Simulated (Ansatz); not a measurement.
A generator proposed this cell of HgTe4.

```cif
data_structure
_symmetry_space_group_name_H-M 'P-43m'
_symmetry_Int_Tables_number 215
_cell_length_a 5.8758
_cell_length_b 5.8758
_cell_length_c 5.8758
_cell_angle_alpha 90.000
_cell_angle_beta 90.000
_cell_angle_gamma 90.000
_cell_volume 202.86
loop_
_atom_site_label
_atom_site_type_symbol
_atom_site_symmetry_multiplicity
_atom_site_Wyckoff_symbol
_atom_site_fract_x
_atom_site_fract_y
_atom_site_fract_z
_atom_site_occupancy
Hg1 Hg 1 a 0.00000 0.00000 0.00000 1
Te1 Te 4 e 0.24378 0.75622 0.75622 1
```

Level of theory: Ansatz 0.2.0, DFT PBE, scalar-relativistic, plane waves, PAW. Cutoff 420 eV; k points 4×4×4 on the computed 5-atom cell (Γ-centred); Gaussian smearing, width 0.10 eV; no spin polarisation.

Energies over the elements count from the elements' standard structures at the same level, with no fitted energy shifts. The references include crystalline Hg.

Task: How far from equilibrium is it?

Result: The pressure is 4.5 GPa (it wants to expand), the largest force is 3.22 eV/Å, and the energy is +1.01 eV/atom against the elements. The shortest distance is 2.48 Å.

Task: Is it a good guess?

Result: A rough one: relaxing gains about 0.61 eV/atom (the start's value is from the coarse mesh, so the gain is rough) in 11 ionic steps and ends at +0.40 eV/atom on the finer mesh. The symmetry stays P-43m (No. 215). The volume per atom shrinks by 15.7 %, from 40.6 to 34.2 Å³. The shortest distance goes from 2.48 Å (Hg–Te) to 2.90 Å (Hg–Te). Conventional cell: a = 5.551 Å. Hg has 4 Te at 2.90 Å; Te is surrounded by 1 Hg at 2.90 Å and 3 Te at 3.11 Å.

The last run used an 8×8×8 mesh for its 5-atom cell and Gaussian smearing of 0.10 eV. Spin–orbit coupling, which can matter for Hg and Te, is left out. The reference form of Te is held partly by dispersion forces, which this level lacks. The relaxation can't lower the symmetry of the start, and the grade says only how near the guess is to its own end. A structure relaxed within its symmetry needn't be a true minimum.
